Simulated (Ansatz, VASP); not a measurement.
This is a calculation of Ga for VASP 6.6.1.

File INCAR:

```
SYSTEM = Ga
PREC = Accurate ; ENCUT = 600
EDIFF = 1E-7 ; ISMEAR = -1
SIGMA = 0.05 ; LREAL = .False.
LASPH = .True. ; NELM = 80
ALGO = Normal ; ISIF = 3
LWAVE = .False. ; LCHARG = .False.
GGA = PS ; IBRION = 2
NSW = 60 ; EDIFFG = -0.01
```

Contents of KPOINTS:

```
Automatic mesh
0
Gamma
  10 10 10
  0 0 0
```

Contents of POSCAR:

```
Ga
1.0
    2.7164800000      0.0000000000      0.0000000000
    0.0000000000      2.7164800000      0.0000000000
    0.0000000000      0.0000000000      2.7164800000
Ga
1
Direct
    0.0000000000      0.0000000000      0.0000000000
```

Potentials or basis: VASP PAW PBE potentials, release 64 (Ga_d).

Command:

```console
$ cat potpaw_PBE.64/Ga_d/POTCAR > POTCAR
$ mpirun -np 1 vasp_std > vasp.out
```

Problem. Set up the same calculation for Ansatz 0.2.0. Potentials there: Ansatz PAW.

Solution. As run (the cutoff follows the program's own potentials):

The input input.yaml:

```yaml
crystal:
  lattice:
    - [2.71648, 0.0, 0.0]
    - [0.0, 2.71648, 0.0]
    - [0.0, 0.0, 2.71648]
  atoms:
    - { symbol: Ga, position: [0.0, 0.0, 0.0] }
hamiltonian:
  xc: pbesol
  pseudopotentials: { kind: paw }
kpoints:
  mp_grid: { grid: [10, 10, 10] }
scf:
  occupations: { method: fermi_dirac, width: 0.05 }
output:
  forces: true
  stress: true
  eigenvalues: true
relax:
  f_tol: 0.01
  max_steps: 40
  cell: { stress_tol: 0.05 }
```

Potentials or basis: Ansatz PAW.

Run with:

```bash
$ ansatz run input.yaml --threads 2 --pin off --max-ram 5632MiB --backend cpu --events-out ev --progress --plain --runs-dir out
```

Both were run:

|  | VASP | Ansatz | Ansatz less VASP |
| --- | --- | --- | --- |
| gap on the k mesh at the Fermi level, each at its own relaxed structure (eV) | none | none | - |
| relaxed volume (Å³/atom) | 18.70 | 18.70 | +0.004 |
| relaxed cell length with the largest relative difference (Å) | 2.654 | 2.654 | +0.0002 |
| energy change over the relaxation (meV/atom) | -14 | -15 | -0.2 |

A gap of «none» marks a metal or a gap that the smearing closes.

Caveats: the PAW data sets were made with another functional, which shifts forces and pressure a little (VASP); the plane-wave basis is chosen anew once the cell has moved, so the energies of steps on either side of that aren't comparable (Ansatz); the PAW data sets come from PBE, with cores solved anew for the run's functional, which leaves a small shift of forces and pressure (Ansatz).
